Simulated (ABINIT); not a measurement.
# BAs (F-43m) in ABINIT: further runs

One crystal, BAs, is run at these levels: PBE; tasks: band structure.

Program: ABINIT 10.8.3 (patched build). These are calculated values, not measurements. Logs are shortened: lines on timing, memory, paths and dates and some standing lists are left out, and cuts for length are marked. The log counts tension as positive stress, the text compression.

## 1. The structure

It takes space group F-43m (No. 216, cubic). Conventional cell: a = 4.777 Å, b = 4.777 Å, c = 4.777 Å, α = 90.00°, β = 90.00°, γ = 90.00°. As (site symmetry -43m) is surrounded by 4 B at 2.07 Å. Around B (site symmetry -43m) lie 4 As at 2.07 Å.

## 2. Band structure, PBE

Contents of run.abi:

```
# Datasets: ground state, then fixed potential
ndtset 2

# Pseudopotentials
pp_dirpath "./"
pseudos "As.GGA_PBE-JTH.xml, B.GGA_PBE-JTH.xml"

# Structure
acell 3.3778490937 3.3778490937 3.3778490937 Angstrom
rprim
     0.0000000000     0.7071067812     0.7071067812
     0.7071067812     0.0000000000     0.7071067812
     0.7071067812     0.7071067812     0.0000000000
ntypat 2
znucl 33 5
natom 2
typat 1 2
xred
     0.7500000000     0.7500000000     0.7500000000
     0.0000000000     0.0000000000     0.0000000000

# Plane-wave basis
ecut 408.170794 eV
pawecutdg 30.0
pawxcdev 0

# Exchange and correlation
ixc 11

# Bands and occupations
occopt 3
tsmear 0.00183747

# SCF cycle
nstep 100

# Output
iomode 3
prtwf 0
prteig 0
prtebands 0
prtden1 1

# Dataset 1
kptopt1 1
ngkpt1 10 10 10
nshiftk1 1
shiftk1 0.0 0.0 0.0
nband1 13
tolvrs1 1.0e-9

# Dataset 2: bands along G-X-W-K-G-L-U-W-L-K
iscf2 -2
getden2 1
nband2 19
nbdbuf2 4
tolwfr2 1.0e-11
kptopt2 -9
ndivsm2 8
prteig2 1
kptbounds2
     0.0000000000     0.0000000000     0.0000000000
     0.5000000000     0.0000000000     0.5000000000
     0.5000000000     0.2500000000     0.7500000000
     0.3750000000     0.3750000000     0.7500000000
     0.0000000000     0.0000000000     0.0000000000
     0.5000000000     0.5000000000     0.5000000000
     0.6250000000     0.2500000000     0.6250000000
     0.5000000000     0.2500000000     0.7500000000
     0.5000000000     0.5000000000     0.5000000000
     0.3750000000     0.3750000000     0.7500000000
```

Potentials or basis: JTH PAW PBE v2.0.

Run with:

```console
$ abinit run.abi > log 2>&1
```

run.abo:

```text
.Version 10.8.3 of ABINIT
 DATASET    1 : space group F-4 3 m (#216); Bravais cF (face-center cubic)
================================================================================
 Values of the parameters that define the memory need for DATASET  1.
     intxc =       0    ionmov =       0      iscf =      17    lmnmax =      18
     lnmax =       6     mgfft =      24  mpssoang =       3    mqgrid =    3001
     natom =       2  nloc_mem =       2    nspden =       1   nspinor =       1
    nsppol =       1      nsym =      24    n1xccc =       1    ntypat =       2
    occopt =       3   xclevel =       2
       mpw =         532          nfft =       13824          nkpt =          47
 PAW method is used; the additional fine FFT grid is defined by:
   mgfftf=        32    nfftf =     32768
================================================================================
================================================================================

 DATASET    2 : space group F-4 3 m (#216); Bravais cF (face-center cubic)
================================================================================
 Values of the parameters that define the memory need for DATASET  2.
     intxc =       0    ionmov =       0      iscf =      -2    lmnmax =      18
     lnmax =       6     mgfft =      24  mpssoang =       3    mqgrid =    3001
     natom =       2  nloc_mem =       2    nspden =       1   nspinor =       1
    nsppol =       1      nsym =      24    n1xccc =       1    ntypat =       2
    occopt =       3   xclevel =       2
       mpw =         532          nfft =       13824          nkpt =         139
 PAW method is used; the additional fine FFT grid is defined by:
   mgfftf=        32    nfftf =     32768
================================================================================
================================================================================

--------------------------------------------------------------------------------
------------- Echo of variables that govern the present computation ------------
--------------------------------------------------------------------------------
 -outvars: echo values of preprocessed input variables --------
            acell      6.3832096817E+00  6.3832096817E+00  6.3832096817E+00 Bohr
              amu      7.49215900E+01  1.08110000E+01
             ecut      1.50000000E+01 Hartree
           getden1          0
           getden2          1
             iscf1         17
             iscf2         -2
                       outvar_i_n : Printing only first  50 k-points.
              ixc          11
           jdtset        1    2
                       outvar_i_n : Printing only first  50 k-points.
           kptopt1          1
           kptopt2         -9
         kptrlatt       10    0    0      0   10    0      0    0   10
          kptrlen1     6.38320968E+01
          kptrlen2     3.00000000E+01
            natom           2
            nband1         13
            nband2         19
           nbdbuf1          0
           nbdbuf2          4
           ndtset           2
           ndivsm1          0
           ndivsm2          8
            ngfft          24      24      24
          ngfftdg          32      32      32
             nkpt1         47
             nkpt2        139
            nstep         100
             nsym          24
           ntypat           2
           occopt           3
        pawecutdg      3.00000000E+01 Hartree
         pawxcdev           0
        prtebands           0
           prteig1          0
           prteig2          1
            prtwf           0
            rprim      0.0000000000E+00  7.0710678120E-01  7.0710678120E-01
                       7.0710678120E-01  0.0000000000E+00  7.0710678120E-01
                       7.0710678120E-01  7.0710678120E-01  0.0000000000E+00
           shiftk1     0.00000000E+00  0.00000000E+00  0.00000000E+00
           shiftk2     5.00000000E-01  5.00000000E-01  5.00000000E-01
          spgroup         216
           tolvrs1     1.00000000E-09
           tolvrs2     0.00000000E+00
           tolwfr1     0.00000000E+00
           tolwfr2     1.00000000E-11
           tsmear      1.83747000E-03 Hartree
            typat      1  2
           useylm           1
                       outvars : Printing only first  50 k-points.
           xangst      3.5827500000E+00  3.5827500000E+00  3.5827500000E+00
                       0.0000000000E+00  0.0000000000E+00  0.0000000000E+00
            xcart      6.7704162777E+00  6.7704162777E+00  6.7704162777E+00
                       0.0000000000E+00  0.0000000000E+00  0.0000000000E+00
             xred      7.5000000000E-01  7.5000000000E-01  7.5000000000E-01
                       0.0000000000E+00  0.0000000000E+00  0.0000000000E+00
            znucl       33.00000    5.00000

================================================================================

[... 218 lines left out ...]
  J.P.Perdew, K.Burke, M.Ernzerhof, PRL 77, 3865 (1996)

 Real(R)+Recip(G) space primitive vectors, cartesian coordinates (Bohr,Bohr^-1):
 R(1)=  0.0000000  4.5136109  4.5136109  G(1)= -0.1107761  0.1107761  0.1107761
 R(2)=  4.5136109  0.0000000  4.5136109  G(2)=  0.1107761 -0.1107761  0.1107761
 R(3)=  4.5136109  4.5136109  0.0000000  G(3)=  0.1107761  0.1107761 -0.1107761
 Unit cell volume ucvol=  1.8390873E+02 bohr^3
 Angles (23,13,12)=  6.00000000E+01  6.00000000E+01  6.00000000E+01 degrees

 Coarse grid specifications (used for wave-functions):

 getcut: wavevector=  0.0000  0.0000  0.0000  ngfft=  24  24  24
         ecut(hartree)=     15.000   => boxcut(ratio)=   2.15656

 Fine grid specifications (used for densities):

 getcut: wavevector=  0.0000  0.0000  0.0000  ngfft=  32  32  32
         ecut(hartree)=     30.000   => boxcut(ratio)=   2.03322
--------------------------------------------------------------------------------

================================================================================
 Non-SCF case, kpt    1 (  0.00000  0.00000  0.00000), residuals and eigenvalues=
  5.58E-12  2.95E-12  4.48E-12  5.92E-12  4.53E-12  5.19E-12  1.52E-12  3.36E-12
  1.54E-12  2.53E-12  1.27E-12  6.48E-12  3.02E-12  1.26E-12  1.76E-12  7.44E-12
  1.22E-12  4.81E-12  5.25E-12
 -1.0558E+00 -1.0558E+00 -1.0558E+00 -1.0551E+00 -1.0551E+00 -3.0639E-01
  2.5972E-01  2.5972E-01  2.5972E-01  3.8003E-01  3.8003E-01  3.8003E-01
  4.3083E-01  6.1142E-01  7.4380E-01  7.4380E-01  7.8973E-01  7.8973E-01
  7.8973E-01
 Non-SCF case, kpt    2 (  0.02174  0.00000  0.02174), residuals and eigenvalues=
  3.10E-12  5.00E-12  6.11E-12  9.47E-12  9.20E-12  8.98E-12  5.45E-12  3.35E-12
  7.18E-12  2.55E-12  4.62E-12  7.00E-12  4.00E-12  2.26E-12  6.60E-12  4.49E-12
[... 1087 lines left out ...]
  5.40E-12  5.41E-12  1.24E-12  1.79E-12  7.42E-12  2.84E-12  1.56E-12  2.41E-12
  7.62E-12  5.79E-09  3.80E-08
 -1.0558E+00 -1.0554E+00 -1.0553E+00 -1.0552E+00 -1.0550E+00 -1.5672E-01
 -3.7413E-02  3.9834E-02  1.3499E-01  3.3829E-01  4.7887E-01  5.8877E-01
  6.0850E-01  6.4600E-01  7.4916E-01  8.7799E-01  9.6501E-01  1.0520E+00
  1.0797E+00
 Non-SCF case, kpt  139 (  0.37500  0.37500  0.75000), residuals and eigenvalues=
  2.92E-12  3.23E-12  8.93E-12  6.71E-12  5.68E-12  2.79E-12  5.92E-12  4.71E-12
  2.26E-12  2.85E-12  2.08E-12  3.20E-12  5.99E-12  3.97E-12  4.82E-12  3.96E-12
  3.89E-10  5.59E-08  3.47E-07
 -1.0558E+00 -1.0553E+00 -1.0553E+00 -1.0552E+00 -1.0550E+00 -1.5431E-01
 -3.9357E-02  4.1259E-02  1.3165E-01  3.3485E-01  4.6345E-01  5.9876E-01
  6.1843E-01  6.5074E-01  7.5818E-01  8.7768E-01  9.7589E-01  1.0490E+00
  1.0850E+00

--- !ResultsGS
iteration_state: {dtset: 2, }
comment   : Summary of ground state results
lattice_vectors:
- [  0.0000000,   4.5136109,   4.5136109, ]
- [  4.5136109,   0.0000000,   4.5136109, ]
- [  4.5136109,   4.5136109,   0.0000000, ]
lattice_lengths: [   6.38321,    6.38321,    6.38321, ]
lattice_angles: [ 60.000,  60.000,  60.000, ] # degrees, (23, 13, 12)
lattice_volume:   1.8390873E+02
convergence: {deltae:  0.000E+00, res2:  0.000E+00, residm:  9.998E-12, diffor:  0.000E+00, }
etotal    :  -1.16732778E+02
entropy   :   0.00000000E+00
fermie    :   2.80775435E-01
cartesian_stress_tensor: null
pressure_GPa: null
xred      :
- [  7.5000E-01,   7.5000E-01,   7.5000E-01, As]
- [  0.0000E+00,   0.0000E+00,   0.0000E+00,  B]
cartesian_forces: null
force_length_stats: {min: null, max: null, mean: null, }
...

 Integrated electronic density in atomic spheres:
 ------------------------------------------------
 Atom  Sphere_radius  Integrated_density
    1        2.10392         12.80477496
    2        1.70617          1.78330993

================================================================================

 ----iterations are completed or convergence reached----

 Mean square residual over all n,k,spin=   47.691E-13; max=  99.983E-13
 reduced coordinates (array xred) for    2 atoms
       0.750000000000      0.750000000000      0.750000000000
       0.000000000000      0.000000000000      0.000000000000

 cartesian coordinates (angstrom) at end:
    1      3.58275000003832     3.58275000003832     3.58275000003832
    2      0.00000000000000     0.00000000000000     0.00000000000000
 length scales=  6.383209681739  6.383209681739  6.383209681739 bohr
              =  3.377849093700  3.377849093700  3.377849093700 angstroms
 Eigenvalues (hartree) for nkpt= 139  k points:
 kpt#   1, nband= 19, wtk=  1.00000, kpt=  0.0000  0.0000  0.0000 (reduced coord)
  -1.05579   -1.05579   -1.05579   -1.05511   -1.05511   -0.30639    0.25972    0.25972
   0.25972    0.38003    0.38003    0.38003    0.43083    0.61142    0.74380    0.74380
   0.78973    0.78973    0.78973
 kpt#   2, nband= 19, wtk=  1.00000, kpt=  0.0217  0.0000  0.0217 (reduced coord)
  -1.05579   -1.05579   -1.05579   -1.05511   -1.05511   -0.30601    0.25768    0.25779
   0.25779    0.37879    0.38237    0.38237    0.43288    0.61304    0.73240    0.74423
   0.79057    0.79057    0.80012
 kpt#   3, nband= 19, wtk=  1.00000, kpt=  0.0435  0.0000  0.0435 (reduced coord)
  -1.05579   -1.05578   -1.05578   -1.05512   -1.05511   -0.30487    0.25179    0.25244
   0.25244    0.37546    0.38898    0.38898    0.43838    0.61783    0.71084    0.74551
   0.79307    0.79307    0.81860
 kpt#   4, nband= 19, wtk=  1.00000, kpt=  0.0652  0.0000  0.0652 (reduced coord)
  -1.05580   -1.05577   -1.05577   -1.05512   -1.05510   -0.30296    0.24265    0.24459
   0.24459    0.37074    0.39891    0.39891    0.44598    0.62559    0.68786    0.74764
   0.79725    0.79725    0.83658
 kpt#   5, nband= 19, wtk=  1.00000, kpt=  0.0870  0.0000  0.0870 (reduced coord)
[... 525 lines left out ...]
   0.14344    0.34733    0.50708    0.56160    0.57619    0.65236    0.74210    0.86946
   0.92667    1.03712    1.08846
 kpt# 137, nband= 19, wtk=  1.00000, kpt=  0.3929  0.3929  0.7143 (reduced coord)
  -1.05577   -1.05539   -1.05532   -1.05518   -1.05499   -0.16058   -0.03615    0.04234
   0.13893    0.34246    0.49395    0.57617    0.59244    0.64795    0.74396    0.87566
   0.94680    1.04704    1.08200
 kpt# 138, nband= 19, wtk=  1.00000, kpt=  0.3839  0.3839  0.7321 (reduced coord)
  -1.05579   -1.05537   -1.05530   -1.05520   -1.05498   -0.15672   -0.03741    0.03983
   0.13499    0.33829    0.47887    0.58877    0.60850    0.64600    0.74916    0.87799
   0.96501    1.05195    1.07970
 kpt# 139, nband= 19, wtk=  1.00000, kpt=  0.3750  0.3750  0.7500 (reduced coord)
  -1.05581   -1.05535   -1.05528   -1.05522   -1.05497   -0.15431   -0.03936    0.04126
   0.13165    0.33485    0.46345    0.59876    0.61843    0.65074    0.75818    0.87768
   0.97589    1.04902    1.08503

== END DATASET(S) ==============================================================
================================================================================

 -outvars: echo values of variables after computation  --------
            acell      6.3832096817E+00  6.3832096817E+00  6.3832096817E+00 Bohr
           etotal1    -1.1673277773E+02
            fcart1    -1.8642538311E-29  3.7285076621E-30  1.1185522986E-29
                       1.8642538311E-29 -3.7285076621E-30 -1.1185522986E-29
            rprim      0.0000000000E+00  7.0710678120E-01  7.0710678120E-01
                       7.0710678120E-01  0.0000000000E+00  7.0710678120E-01
                       7.0710678120E-01  7.0710678120E-01  0.0000000000E+00
           strten1    -9.5014449636E-05 -9.5014449636E-05 -9.5014449636E-05
                       0.0000000000E+00  0.0000000000E+00  0.0000000000E+00
           xangst      3.5827500000E+00  3.5827500000E+00  3.5827500000E+00
                       0.0000000000E+00  0.0000000000E+00  0.0000000000E+00
             xred      7.5000000000E-01  7.5000000000E-01  7.5000000000E-01
                       0.0000000000E+00  0.0000000000E+00  0.0000000000E+00
 Calculation completed.
```

Run time: 28 s. Hardware: 1 thread of Intel Xeon Platinum 8488C (Sapphire Rapids), shared host; peak memory 0.11 GiB.

What came out:

| Quantity | Value |
| --- | --- |
| Free energy | -3176.4607 eV |
| Pressure | 2.8 GPa |
| Band gap on the k mesh | 1.18 eV, indirect (least direct gap 3.27 eV) |
| Band gap along the path | 1.18 eV, indirect (least direct gap 3.27 eV) |
| Valence electrons inside the program's atomic spheres | As 12.80; B 1.78 |

Levels at the corners of the path, in eV from the valence-band top:
| point | band 5 | band 6 | band 7 | band 8 | band 9 | band 10 | band 11 | band 12 | band 13 | band 14 |
| --- | --- | --- | --- | --- | --- | --- | --- | --- | --- | --- |
| Γ | -35.78 | -15.40 | 0.00 | 0.00 | 0.00 | 3.27 | 3.27 | 3.27 | 4.66 | 9.57 |
| X | -35.77 | -11.22 | -8.52 | -4.08 | -4.08 | 1.44 | 1.44 | 11.39 | 11.39 | 12.87 |
| W | -35.78 | -11.07 | -8.05 | -5.48 | -5.19 | 5.26 | 5.93 | 6.81 | 7.04 | 12.35 |
| K | -35.77 | -11.27 | -8.14 | -5.94 | -3.48 | 2.04 | 5.54 | 9.23 | 9.76 | 10.64 |
| Γ | -35.78 | -15.40 | 0.00 | 0.00 | 0.00 | 3.27 | 3.27 | 3.27 | 4.66 | 9.57 |
| L | -35.78 | -12.53 | -8.78 | -1.82 | -1.82 | 2.68 | 4.79 | 4.79 | 8.87 | 12.71 |
| U | -35.77 | -11.27 | -8.14 | -5.94 | -3.48 | 2.04 | 5.54 | 9.23 | 9.76 | 10.64 |
| W | -35.78 | -11.07 | -8.05 | -5.48 | -5.19 | 5.26 | 5.93 | 6.81 | 7.04 | 12.35 |
| L | -35.78 | -12.53 | -8.78 | -1.82 | -1.82 | 2.68 | 4.79 | 4.79 | 8.87 | 12.71 |
| K | -35.77 | -11.27 | -8.14 | -5.94 | -3.48 | 2.04 | 5.54 | 9.23 | 9.76 | 10.64 |

## 3. Band structure, PBE, spin-orbit coupling, no magnetisation

run.abi: that of step 2 with these lines changed.

```diff
@@ -33,2 +33,7 @@
 
+# Spin
+nspinor 2
+nspden 1
+pawspnorb 1
+
 # SCF cycle
@@ -44,3 +49,3 @@
 # Dataset 1
-kptopt1 1
+kptopt1 4
 ngkpt1 10 10 10
@@ -48,3 +53,3 @@
 shiftk1 0.0 0.0 0.0
-nband1 13
+nband1 26
 tolvrs1 1.0e-9
@@ -54,4 +59,4 @@
 getden2 1
-nband2 19
-nbdbuf2 4
+nband2 38
+nbdbuf2 8
 tolwfr2 1.0e-11
```

Potentials or basis: JTH PAW PBE v2.0.

Run with:

```console
$ abinit run.abi > log 2>&1
```

It took 3.1 min on 1 thread of Intel Xeon Platinum 8488C (Sapphire Rapids), shared host; peak memory 0.17 GiB.

The run converged. Its results:

```yaml
Free_energy: -3176.4753 eV
Pressure: 2.8 GPa
Band_gap_on_the_k_mesh: 1.12 eV, indirect (least direct gap 3.07 eV)
Band_gap_along_the_path: 1.12 eV, indirect (least direct gap 3.07 eV)
Valence_electrons_inside_the_program's_atomic_spheres: As 12.81; B 1.78
```

Levels at the corners of the path, in eV from the valence-band top:
```tsv
point	band 16	band 17	band 18	band 19	band 20	band 21
Γ	0.00	0.00	0.00	3.07	3.07	3.28
X	-4.21	-4.08	-4.08	1.37	1.37	1.38
W	-5.49	-5.25	-5.24	5.19	5.20	5.86
K	-5.96	-3.55	-3.55	1.97	1.99	5.46
Γ	0.00	0.00	0.00	3.07	3.07	3.28
L	-1.96	-1.82	-1.82	2.62	2.62	4.68
U	-5.96	-3.55	-3.55	1.97	1.99	5.46
W	-5.49	-5.25	-5.24	5.19	5.20	5.86
L	-1.96	-1.82	-1.82	2.62	2.62	4.68
K	-5.96	-3.55	-3.55	1.97	1.99	5.46
```

Expect the measured gap to be larger: semilocal functionals such as PBE lack the derivative discontinuity.
